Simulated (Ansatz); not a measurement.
**TaS2 under changes of volume**

One of the cells (18.984 Å³/atom); the others are scaled copies at fixed shape and fractional positions:

```
Ta S
1.0
     3.35000    0.00000    0.00000
    -1.67500    2.90119    0.00000
     0.00000    0.00000    5.86000
Ta S
1 2
Direct
  0.00000 0.00000 0.00000
  0.66667 0.33333 0.75000
  0.33333 0.66667 0.25000
```

| Item | Value |
| --- | --- |
| Program | Ansatz 0.2.0 |
| Functional | PBEsol |
| Potentials or basis | all-electron LAPW, scalar-relativistic |
| Cutoff | 282 eV (chosen from the basis error) |
| Basis error allowed | 0.001 eV/atom |
| k mesh | 9 × 9 × 5 |
| Occupations | fermi-dirac, width 0.05 eV |
| Spin | no spin polarisation |

| volume (Å³/atom) | energy over the lowest point (meV/atom) | pressure (GPa) | largest force (eV/Å) |
| --- | --- | --- | --- |
| 17.845 | ? | ? | ? |
| 18.225 | 43.36 | 11.0 | 1.725 |
| 18.605 | 21.53 | 7.5 | 1.344 |
| 18.984 | 7.51 | 4.4 | 0.988 |
| 19.364 | 0.56 | 1.6 | 0.656 |
| 19.744 | 0.00 | -1.0 | 0.347 |
| 20.123 | 5.23 | -3.3 | 0.058 |

What does the run at 17.845 Å³/atom give?

Energy over the lowest point 73.81 meV/atom; pressure 14.8 GPa; largest force 2.135 eV/Å.

Worked out: A Birch-Murnaghan fit of order 3 (a polynomial in V^(-2/3)) to the other rows has its minimum at 19.59 Å³/atom with B0 = V·E''(V) = 131 GPa and B' = 4.1 at fixed shape and positions, which overstates the stiffness. It gives 73.84 meV/atom at 17.845 Å³/atom, against the run's 73.81, and -dE/dV = 14.8 GPa, against 14.8.

Energies are extrapolated to zero smearing.

Caveats: this functional lacks dispersion, which binds the layers, so the pressure and a relaxed spacing across them are unreliable; forces of over 1 eV/Å show positions far from the minimum, so gaps and moduli don't describe the material at rest (some runs).
